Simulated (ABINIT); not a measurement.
## Pt: equation of state with PBE

Pt:

```
CELL_PARAMETERS angstrom
0.00000 1.96090 1.96090
1.96090 0.00000 1.96090
1.96090 1.96090 0.00000
ATOMIC_POSITIONS crystal
Pt 0.00000 0.00000 0.00000
```

```
Program             : ABINIT 10.8.3 (patched build)
Task                : equation of state
Functional          : PBE
Potentials or basis : PseudoDojo NC SR PBE v0.4 stringent
Cutoff              : 1143 eV
k mesh              : 12 × 12 × 12
Occupations         : fermi-dirac, width 0.05 eV
Spin                : no spin polarisation
```

* Equilibrium volume: 15.62 Å³/atom
* Bulk modulus: 250 GPa
* Pressure derivative of the bulk modulus: 5.3

Energy against volume, from the lowest point:
```csv
volume (Å³/atom),energy (meV/atom)
14.175,127.50
14.477,76.27
14.778,39.45
15.080,15.42
15.381,2.71
15.683,0.00
15.985,6.13
```

It took 3.3 min on 1 thread of Arm Neoverse V1, with other jobs on the host, peak memory 0.1 GiB.

Caveat: pressures at fixed basis lie under the slope of the energies. Zero-point motion and thermal expansion aren't in these numbers.
